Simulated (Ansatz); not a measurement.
# Si: band gap under strain, part 2 of 2

Ansatz 0.2.0, plane waves, PAW. The steps go on from the part before.

### 9 -4.0 % biaxial strain in the (111) plane, free along [111]: HSE06

File input.yaml:

```yaml
crystal:
  lattice:
    - [0.106095408, 2.7193295478, 2.7193295478]
    - [2.7193295478, 0.106095408, 2.7193295478]
    - [2.7193295478, 2.7193295478, 0.106095408]
  atoms:
    - { symbol: Si, position: [0.0026859547, 0.0026859547, 0.0026859547] }
    - { symbol: Si, position: [0.2473140453, 0.2473140453, 0.2473140453] }
kpoints:
  mp_grid: { grid: [6, 6, 6] }
  band_path:
    path:
      - [0.0, 0.0, 0.0]
      - [0.5, 0.0, 0.5]
      - [0.625, 0.25, 0.625]
      - [0.375, 0.375, 0.75]
      - [0.5, 0.5, 0.5]
      - [0.5, 0.25, 0.75]
      - [0.0, 0.5, 0.5]
    npoints: 1
hamiltonian:
  xc: hse06
scf:
  occupations: { method: fermi_dirac, width: 0.02 }
  n_extra_bands: 4
output:
  forces: true
  stress: true
  eigenvalues: true
```

Output, cut to the lines that bear on the results:

```text
Warning: output.stress: scf.convergence.dr2_threshold = 1e-7 eV (the SCF's general default) is looser than the 2e-10 eV advised for a printed stress (1e-10 eV for each atom of the cell: 2). What an SCF threshold leaves in a stress goes as its square root, and in the free energy as the [...]
Warning: output.stress: scf.exx.energy_threshold = 1e-6 eV is looser than the 2e-8 eV advised for a stress under a hybrid functional (1e-8 eV for each atom of the cell: 2). Every SCF of the exchange loop can meet its threshold on dr2 while the loop round them stops early: no threshold on [...]
scf.n_extra_bands = 4 over 4 filled bands (N_el = 8.0): the run solves 8 bands
[...]
Pseudopotentials: kind: paw
Pseudopotential: Si, paw, valence charge 4, recommended cutoff 420 eV (normal), Si.paw.azcp
Functional definition: HSE06
[...]
Crystal: 2 atoms, lattice volume = 37.865 Å³
Basis set: ecut = 420 eV, 749 PW (Γ), exchange–correlation on 54×54×54 points (8 copies of the dense FFT grid, shifted against one another)
Bands: 8, of which v1, the nominal top of the filled ones, is band 4 counted from 1 (3 counted from 0)
Symmetry: 12 space group operations
[...]
SCF iter   3: F=-1272.471078 eV  HF=-1272.471078 eV  |F-HF|=2.86e-10  |Δ(HF+E_count)|=  8.74e-10  Δρ=3.20e-6  dr2=9.68e-10  ethr=5.52e-11  ⟨swp⟩=3.2  Hψ=480  notcnv=0  defer=7
[...]
hybrid outer 2: dexx = +2.624e-8 eV, tail = 2.51e-9 eV, Δε = 2.18e-4 eV (about 8.95e-6 eV left of the loop's levels), ΔF = 1.72e-4 eV/Å (tail 1.74e-4)
NSCF: frozen V_eff on 7 k-points
hybrid SCF converged: 2 outer / 9 inner (+5 warm-up), last move |dexx| = 2.62e-8 eV, tail = 2.51e-9 eV
Stability not checked: this state was not tested for a lower state beside it, because the functional holds exact exchange (a hybrid, or Hartree-Fock), whose exchange loop this test does not read (fock_operator; see scf.lower_state_search)
Free energy (F): -1272.471078 eV
Frozen-core exchange: fock
[...]
E sigma→0 (E₀):  -1272.471078 eV
Fermi energy:    7.045805 eV
[...]
--- Forces (eV/Å), atoms counted from 1 ---
  atom   1  Si    -0.00504427    -0.00504427    -0.00504427
  atom   2  Si     0.00504427     0.00504427     0.00504427
[...]
--- Stress (GPa, compression-positive) ---
        6.769653      -3.452358      -3.452358
       -3.452358       6.769653      -3.452358
       -3.452358      -3.452358       6.769653
  P = ⅓ Tr σ = 6.7697 GPa (67.697 kbar)
--- Band table (eV; the first three rows and the last of 32) ---
  k-point 0: bands = ["-7.2125", "6.0373", "6.7482", "6.7482", "9.1272", "10.1079", "10.1079", "11.7654"]
[...]
```

Wall time 13 s (1 × NVIDIA H100 80GB HBM3 with 2 threads of AMD EPYC 7R13 (Zen 3), shared host); peak host memory 1.9 GiB.

Gap with HSE06: 0.60 eV, valence top at Γ, conduction bottom at X. Least direct gap: 2.38 eV.

### 10 -3.0 % biaxial strain in the (111) plane, free along [111]: PBE

The symmetry is R-3m (No. 166, trigonal); a = 3.734 Å, c = 9.555 Å in the conventional setting, 19.23 Å³ an atom. Around Si lie 4 Si at 2.31–2.35 Å. The free direction took +1.33 %.

File input.yaml:

```yaml
crystal:
  lattice:
    - [0.0786296726, 2.7190850014, 2.7190850014]
    - [2.7190850014, 0.0786296726, 2.7190850014]
    - [2.7190850014, 2.7190850014, 0.0786296726]
  atoms:
    - { symbol: Si, position: [0.0019506558, 0.0019506558, 0.0019506558] }
    - { symbol: Si, position: [0.2480493442, 0.2480493442, 0.2480493442] }
kpoints:
  mp_grid: { grid: [8, 8, 8] }
  band_path:
    path:
      - [0.0, 0.0, 0.0]
      - [0.5, 0.0, 0.5]
      - [0.625, 0.25, 0.625]
      - [0.375, 0.375, 0.75]
      - [0.5, 0.5, 0.5]
      - [0.5, 0.25, 0.75]
      - [-0.001302, 0.464844, 0.464844]
    npoints: 1
hamiltonian:
  xc: pbe
scf:
  occupations: { method: fermi_dirac, width: 0.02 }
  n_extra_bands: 4
output:
  forces: true
  stress: true
  eigenvalues: true
```

The run is started by

```console
ansatz run input.yaml --threads 2 --pin off --max-ram 20275MiB --backend cpu --events-out ev --progress --plain --runs-dir out
```

Output:

```text
scf.n_extra_bands = 4 over 4 filled bands (N_el = 8.0): the run solves 8 bands
[... 8 set-up lines as earlier in the session ...]
Crystal: 2 atoms, lattice volume = 38.463 Å³
Basis set: ecut = 420 eV, 749 PW (Γ), exchange–correlation on 54×54×54 points (8 copies of the dense FFT grid, shifted against one another)
Bands: 8, of which v1, the nominal top of the filled ones, is band 4 counted from 1 (3 counted from 0)
[... 2 set-up lines as earlier in the session ...]
k-points: 65 of 512
[... 6 set-up lines as earlier in the session ...]
SCF iter   1: F=—  HF=-1271.546154 eV  |F-HF|=—  |Δ(HF+E_count)|=         —  Δρ=9.96e-4  dr2=3.62e-4  ethr=1.77e-3  ⟨swp⟩=6.3  Hψ=4738  notcnv=0
preconditioner: auto → none  [insulator: Δε(μ)=0.259 eV  Ē_g=9.660 eV  σ=0.020 eV  W_gap=1.00  n_scr=8 (ndim 8)  ℏωp=16.9 eV  f_vac=0.000  D(μ)=0.00/eV (n_scr^D=0)  ε∞_Penn≈4.1]
SCF iter   2: F=—  HF=-1271.546459 eV  |F-HF|=—  |Δ(HF+E_count)|=   3.05e-4  Δρ=4.25e-4  dr2=5.82e-5  ethr=4.52e-6  ⟨swp⟩=2.1  Hψ=1429  notcnv=0
SCF iter   3: F=—  HF=-1271.546497 eV  |F-HF|=—  |Δ(HF+E_count)|=   3.81e-5  Δρ=9.54e-5  dr2=1.98e-6  ethr=7.28e-7  ⟨swp⟩=2.2  Hψ=764  notcnv=0
SCF iter   4: F=—  HF=-1271.546498 eV  |F-HF|=—  |Δ(HF+E_count)|=   1.54e-6  Δρ=3.80e-5  dr2=2.74e-7  ethr=2.48e-8  ⟨swp⟩=2.0  Hψ=754  notcnv=0
iter 5 did not close the SCF: its close was put off for the readings that it lacked (scf_convergence_deferred on its scf_iter line)
SCF iter   5: F=-1271.546499 eV  HF=-1271.546499 eV  |F-HF|=1.93e-10  |Δ(HF+E_count)|=   4.08e-7  Δρ=1.24e-6  dr2=6.39e-10  ethr=3.42e-9  ⟨swp⟩=2.1  Hψ=768  notcnv=0
SCF iter   6: F=-1271.546499 eV  HF=-1271.546499 eV  |F-HF|=3.18e-11  |Δ(HF+E_count)|=  1.18e-10  Δρ=4.10e-7  dr2=4.24e-11  ethr=7.98e-12  ⟨swp⟩=1.4  Hψ=1588  notcnv=0
SCF 1 converged in 6 iterations: F = -1271.546499 eV  dr2 = 4.24e-11
NSCF: frozen V_eff on 7 k-points
SCF converged after 6 iterations
Free energy (F): -1271.546499 eV
Harris-Foulkes:  -1271.546499 eV  (|F-HF|=3.18e-11)
Internal energy: -1271.546493 eV  (E = F + TS)
E sigma→0 (E₀):  -1271.546496 eV
Entropy (-TS):   -0.000006 eV (-0.003 meV/atom)
Fermi energy:    6.943568 eV
--- Per-component energies (eV) ---
  E_band       = 11.884259
  E_kinetic    = 82.221131
  E_local      = -52.349767  (includes V_loc(G=0)·N_el)
  E_nonlocal   = 52.570341
  E_hartree    = 14.450865
  E_xc         = -111.030433
  E_vxc        = -94.342189  (∫ρ·V_xc dr)
  E_paw        = -1025.769322  (= ΣΔE_a)
  E_vpaw       = -5.117006  (= ΣTr[D̂ρ^β])
  E_aug_tail   = 0.000012  (compensation charges beyond the density's cutoff)
  E_ewald      = -231.639319
  E_smearing   = -0.000006  (= −TS)
  E_closure    = 0.000000  (closes the sum)
  Σ components = -1271.546499   (vs F -1271.546499, Δ=0.00e0)
--- Forces (eV/Å), atoms counted from 1 ---
  atom   1  Si     0.01276221     0.01276221     0.01276221
  atom   2  Si    -0.01276221    -0.01276221    -0.01276221
  max |Σ_I F_I| component: 1.73e-18 eV/Å
--- Stress (GPa, compression-positive) ---
        6.257824      -2.362928      -2.362928
       -2.362928       6.257824      -2.362928
       -2.362928      -2.362928       6.257824
  P = ⅓ Tr σ = 6.2578 GPa (62.578 kbar)
--- Band table (eV; the first three rows and the last of 65) ---
  k-point 0: bands = ["-5.5803", "6.3555", "6.8246", "6.8246", "8.7538", "9.4174", "9.4174", "10.6564"]
  k-point 1: bands = ["-5.3639", "5.1704", "6.1185", "6.4905", "9.0073", "9.5543", "9.8719", "11.9204"]
  k-point 2: bands = ["-4.7308", "2.7658", "5.6509", "5.9570", "8.6782", "10.0014", "10.3370", "13.4161"]
  k-point 64: bands = ["-3.3634", "-0.5903", "5.6961", "5.6961", "8.7996", "10.1952", "10.1952", "14.7637"]
```

Run time: 0.76 s. Hardware: 2 threads of AMD EPYC 7R13 (Zen 3), shared host; peak memory 0.5 GiB.

The PBE gap is 0.24 eV and indirect (Γ to (0.00, 0.46, 0.46)), with 1.93 eV as the least direct one.

Band energies at the special points (eV, zero at the top of v, the last band that the electrons fill by count):

```
point    v−1      v     c   c+1
    Γ   0.00   0.00  1.93  2.59
    X  -3.31  -2.91  0.25  0.69
    U  -4.70  -2.49  1.18  3.65
    K  -4.70  -2.49  1.18  3.65
    L  -1.13  -1.13  1.97  3.37
    W  -4.23  -4.13  3.82  4.28
```

### 11 -3.0 % biaxial strain in the (111) plane, free along [111]: r2SCAN

Changes to input.yaml since step 10:

```diff
@@ -21,5 +21,5 @@
 hamiltonian:
-  xc: pbe
+  xc: r2scan
 scf:
-  occupations: { method: fermi_dirac, width: 0.02 }
+  occupations: { method: fixed }
   n_extra_bands: 4
```

The run is started by

```console
ansatz run input.yaml --threads 2 --pin off --max-ram 20275MiB --backend cpu --events-out ev --progress --plain --runs-dir out
```

Output, cut to the lines that bear on the results:

```text
scf.n_extra_bands = 4 over 4 filled bands (N_el = 8.0): the run solves 8 bands
[...]
[... 3 set-up lines as earlier in the session ...]
[...]
Crystal: 2 atoms, lattice volume = 38.463 Å³
Basis set: ecut = 500 eV, 953 PW (Γ), exchange–correlation on 120×120×120 points (64 copies of the dense FFT grid, shifted against one another)
Bands: 8, of which v1, the nominal top of the filled ones, is band 4 counted from 1 (3 counted from 0)
[... 2 set-up lines as earlier in the session ...]
k-points: 65 of 512
[...]
SCF iter   1: F=—  HF=-1278.056750 eV  |F-HF|=—  |Δ(HF+E_count)|=         —  Δρ=3.46e-3  dr2=2.96e-3  dr2_τ=1.45e-2  ethr=1.77e-3  ⟨swp⟩=4.2  Hψ=3762  notcnv=0  defer=112
[...]
SCF iter   6: F=-1278.074932 eV  HF=-1278.074932 eV  |F-HF|=1.32e-9  |Δ(HF+E_count)|=   1.04e-7  Δρ=3.07e-6  dr2=1.88e-9  dr2_τ=1.46e-11  ethr=1.12e-9  ⟨swp⟩=5.7  Hψ=3612  notcnv=0
[...]
NSCF: frozen V_eff on 7 k-points
SCF converged after 6 iterations
Free energy (F): -1278.074932 eV
[...]
E sigma→0 (E₀):  -1278.074932 eV
Fermi energy:    6.762260 eV
[...]
--- Forces (eV/Å), atoms counted from 1 ---
  atom   1  Si    -0.00145117    -0.00145117    -0.00145117
  atom   2  Si     0.00145117     0.00145117     0.00145117
[...]
--- Stress (GPa, compression-positive) ---
        5.087997      -2.520311      -2.520311
       -2.520311       5.087997      -2.520311
       -2.520311      -2.520311       5.087997
  P = ⅓ Tr σ = 5.0880 GPa (50.880 kbar)
--- Band table (eV; the first three rows and the last of 65) ---
  k-point 0: bands = ["-6.2370", "6.2675", "6.7623", "6.7623", "8.8723", "9.5349", "9.5349", "11.2149"]
[...]
```

Run time: 1.6 s. Hardware: 2 threads of AMD EPYC 7R13 (Zen 3), shared host; peak memory 0.64 GiB.

Gap with r2SCAN: 0.42 eV, valence top at Γ, conduction bottom at (0.00, 0.46, 0.46). Least direct gap: 2.11 eV.

Stress along x, y, z: 5.09, 5.09, 5.09 GPa (compression positive); off the diagonal xy, xz, yz: -2.52, -2.52, -2.52 GPa.

### 12 -3.0 % biaxial strain in the (111) plane, free along [111]: HSE06

Changes to input.yaml since step 11:

```diff
@@ -9,3 +9,3 @@
 kpoints:
-  mp_grid: { grid: [8, 8, 8] }
+  mp_grid: { grid: [6, 6, 6] }
   band_path:
@@ -21,3 +21,3 @@
 hamiltonian:
-  xc: r2scan
+  xc: hse06
 scf:
```

Output, cut to the lines that bear on the results:

```text
Warning: output.stress: scf.convergence.dr2_threshold = 1e-7 eV (the SCF's general default) is looser than the 2e-10 eV advised for a printed stress (1e-10 eV for each atom of the cell: 2). What an SCF threshold leaves in a stress goes as its square root, and in the free energy as the [...]
Warning: output.stress: scf.exx.energy_threshold = 1e-6 eV is looser than the 2e-8 eV advised for a stress under a hybrid functional (1e-8 eV for each atom of the cell: 2). Every SCF of the exchange loop can meet its threshold on dr2 while the loop round them stops early: no threshold on [...]
scf.n_extra_bands = 4 over 4 filled bands (N_el = 8.0): the run solves 8 bands
[...]
[... 3 set-up lines as earlier in the session ...]
[...]
davidson cushion auto → on  (no smearing: the cushion is to keep the highest requested band from converging to the state above it; pin scf.eigensolver.cushion to override)
Crystal: 2 atoms, lattice volume = 38.463 Å³
[...]
SCF iter   3: F=-1272.514813 eV  HF=-1272.514813 eV  |F-HF|=9.14e-11  |Δ(HF+E_count)|=   1.50e-8  Δρ=1.08e-6  dr2=2.85e-10  ethr=5.81e-11  ⟨swp⟩=3.3  Hψ=701  notcnv=0  defer=6
[...]
hybrid outer 2: dexx = +2.662e-8 eV, tail = 1.08e-9 eV, Δε = 2.38e-4 eV (about 6.51e-6 eV left of the loop's levels), ΔF = 6.42e-5 eV/Å (tail 9.50e-5)
NSCF: frozen V_eff on 7 k-points
hybrid SCF converged: 2 outer / 9 inner (+3 warm-up), last move |dexx| = 2.66e-8 eV, tail = 1.08e-9 eV
Stability not checked: this state was not tested for a lower state beside it, because the functional holds exact exchange (a hybrid, or Hartree-Fock), whose exchange loop this test does not read (fock_operator; see scf.lower_state_search)
Free energy (F): -1272.514813 eV
Frozen-core exchange: fock
[...]
E sigma→0 (E₀):  -1272.514813 eV
Fermi energy:    6.496703 eV
[...]
--- Forces (eV/Å), atoms counted from 1 ---
  atom   1  Si    -0.00268507    -0.00268507    -0.00268507
  atom   2  Si     0.00268507     0.00268507     0.00268507
[...]
--- Stress (GPa, compression-positive) ---
        4.913990      -2.508482      -2.508482
       -2.508482       4.913990      -2.508482
       -2.508482      -2.508482       4.913990
  P = ⅓ Tr σ = 4.9140 GPa (49.140 kbar)
--- Band table (eV; the first three rows and the last of 32) ---
  k-point 0: bands = ["-7.2647", "6.0019", "6.4967", "6.4967", "9.1543", "9.8527", "9.8527", "11.3070"]
[...]
```

It took 16 s on 1 × NVIDIA H100 80GB HBM3 with 2 threads of AMD EPYC 7R13 (Zen 3), shared host; peak host memory 1.9 GiB.

Gap with HSE06: 0.80 eV, valence top at Γ, conduction bottom at (0.00, 0.46, 0.46). Least direct gap: 2.66 eV.

### 13 Results

This closing draws on all 2 parts. Changes of volume or cell count from the first structure of part 1.

Least gap in eV (negative: overlap), with the change from the unstrained cell in brackets. G0W0 is on its own coarse mesh.

```
                                                     state  volume change (%)           PBE        r2SCAN         HSE06  G0W0
                                                 no strain               +0.0          0.58          0.92          1.14  1.18
-4.0 % biaxial strain in the (111) plane, free along [111]               -6.1  0.06 (-0.52)  0.23 (-0.69)  0.60 (-0.54)     –
-3.0 % biaxial strain in the (111) plane, free along [111]               -4.7  0.24 (-0.34)  0.42 (-0.50)  0.80 (-0.34)     –
```

In words: With HSE06, of the states in the table -4.0 % biaxial strain in the (111) plane, free along [111] shifts the gap most, by -0.541 eV. PBE and HSE06 differ by 0.56 eV on the unstrained gap, and by at most 0.02 eV on its change: the two disagree on the size of the gap but agree on its response to strain. The G0W0 figures hold for the stated bands, cutoff and mesh and aren't extrapolated.
